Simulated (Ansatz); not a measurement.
The system is HfC.

```
CELL_PARAMETERS angstrom
0.00000 2.32500 2.32500
2.32500 0.00000 2.32500
2.32500 2.32500 0.00000
ATOMIC_POSITIONS crystal
Hf 0.50000 0.50000 0.50000
C 0.00000 0.00000 0.00000
```

Base run:

```yaml
Program: Ansatz 0.2.0
Functional: PBEsol
Potentials_or_basis: Ansatz PAW
Cutoff: "420 eV (not typed: the program's choice for these potentials)"
k_mesh: 10 × 10 × 10
Occupations: fermi-dirac, width 0.05 eV
Spin: no spin polarisation
Hubbard_terms: Hf d U = 1 eV
```

Its results: band gap on the k mesh none (metal or under the smearing width); pressure -5.0 GPa.

After a change of settings the same cell gave: band gap on the k mesh none (metal or under the smearing width); pressure 2.4 GPa. Which change was it?
A. hubbard terms from Hf d U = 1 eV to Hf d U = 6 eV
B. hubbard terms from Hf d U = 1 eV to Hf d U = 5 eV
C. hubbard terms from Hf d U = 1 eV to none; hubbard projectors from ortho-atomic (the default) to none
D. spin from no spin polarisation to spin-orbit coupling, no magnetisation; hubbard terms from Hf d U = 1 eV to none; hubbard projectors from ortho-atomic (the default) to none; potential files from those of the base run to others of the same set

B.

Caveats: U without spin polarisation on a metal has little footing; the PAW data sets come from PBE, with cores solved anew for the run's functional, which leaves a small shift of forces and pressure; the U is typed as a test and isn't derived for this compound.
